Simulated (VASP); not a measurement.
**Si in VASP: how settings move the r2SCAN single point**

The r2SCAN single point of Si (diamond) is repeated with altered inputs. Which of them can be trusted?

Program: VASP 6.6.1. PAW datasets, plane waves. (Simulation; spin polarisation is off.)

## Step 1: Starting point

The cell comes from an earlier relaxation with r2SCAN in another program.

Space group Fd-3m (No. 227), cubic; a = 5.444 Å in the conventional setting, 20.17 Å³ an atom. Near Si stand 4 Si at 2.36 Å.

As a file:

```cif
data_structure
_symmetry_space_group_name_H-M 'P 1'
_symmetry_Int_Tables_number 1
_cell_length_a 3.8497
_cell_length_b 3.8497
_cell_length_c 3.8497
_cell_angle_alpha 60.000
_cell_angle_beta 60.000
_cell_angle_gamma 60.000
_cell_volume 40.34
loop_
_atom_site_label
_atom_site_type_symbol
_atom_site_fract_x
_atom_site_fract_y
_atom_site_fract_z
_atom_site_occupancy
Si1 Si 0.00000 0.00000 0.00000 1
Si2 Si 0.25000 0.25000 0.25000 1
```

## Step 2: The reference run

The input, INCAR:

```
ENCUT = 520.000000
SIGMA = 0.010000
EDIFF = 1.00e-07
ALGO = Normal
METAGGA = R2SCAN
PREC = Accurate
IBRION = -1
ISIF = 2
ISMEAR = 0
NBANDS = 11
NELM = 120
NSW = 0
LASPH = .TRUE.
LCHARG = .TRUE.
LELF = .TRUE.
LWAVE = .FALSE.
LREAL = .FALSE.
```

The input, KPOINTS:

```
KPOINTS created by Atomic Simulation Environment
0
Gamma
8 8 8
0 0 0
```

The input, POSCAR:

```
Si
 1.0000000000000000
    -0.0000000000000000    2.7221188956873603    2.7221188956873603
     2.7221188956873603   -0.0000000000000000    2.7221188956873603
     2.7221188956873603    2.7221188956873603   -0.0000000000000000
 Si
   2
Cartesian
  0.0000000000000000 -0.0000000000000000 -0.0000000000000000
  1.3610594478436802  1.3610594478436802  1.3610594478436802
```

A file KPOINTS_OPT adds named points for the levels; it doesn't enter the self-consistent loop.

Potentials: the recommended PBE PAW datasets, 8 valence electrons.

Run with:

```
mpirun -np 1 vasp_std
```

## Step 3: Variant 1

The input, INCAR:

```
ENCUT = 520.000000
SIGMA = 0.010000
EDIFF = 1.00e-07
ALGO = Normal
PREC = Accurate
IBRION = -1
ISIF = 2
ISMEAR = 0
NBANDS = 11
NSW = 0
LASPH = .TRUE.
LCHARG = .FALSE.
LWAVE = .FALSE.
LREAL = .FALSE.
METAGGA = RTPSS
NELECT = 7.9
NELM = 57
```

KPOINTS is that of step 2.

POSCAR is that of step 2.

Before running it: what results should come out? Wanted: for each run, changed; ending; energy change; pressure; electronic steps; usable.

The runs gave:

| run | changed | ending | energy change (meV/atom) | pressure (GPa) | gap on the mesh (eV; negative: overlap) | electronic steps | time | usable |
| --- | --- | --- | --- | --- | --- | --- | --- | --- |
| ref. | – | converged | 0 | -0.2 | 0.83 | 12 | 45 s | yes |
| 1 | METAGGA = RTPSS, NELECT = 7.9, NELM = 57 | converged | – | -4.2 | – | 13 | 51 s | no |

What this shows: The altered input ended normally, but is faulty or unsound.
